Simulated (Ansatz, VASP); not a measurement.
Two plane-wave programs on Cu

```
Cu
1.0
     0.00000    1.75981    1.75981
     1.75981    0.00000    1.75981
     1.75981    1.75981    0.00000
Cu
1
Direct
  0.00000 0.00000 0.00000
```

Alike in both runs: functional LDA; k mesh 10 × 10 × 10; occupations gaussian, width 0.1 eV; no spin polarisation.

Ansatz relaxed the structure, and its values are those at the end. VASP's run is a single point on that final structure, the one shown.

|  | VASP | Ansatz |
| --- | --- | --- |
| version | VASP 6.6.1 | Ansatz 0.2.0 |
| potentials or method | VASP PAW LDA potentials, release 64 (Cu) | scalar-relativistic, plane waves, PAW |
| plane-wave cutoff (eV) | 520 | 420 |
| valence electrons in the cell | 11 | 19 |

```tsv
	VASP	Ansatz	Ansatz less VASP
gap on the k mesh at the Fermi level (eV)	none	none	-
pressure (GPa)	0.6	-0.3	-0.91
```

A gap of «none» marks a metal or a gap that the smearing closes. The two sets of potentials don't hold the same shells in valence. Ansatz warned: «pseudo_functional_mismatch».
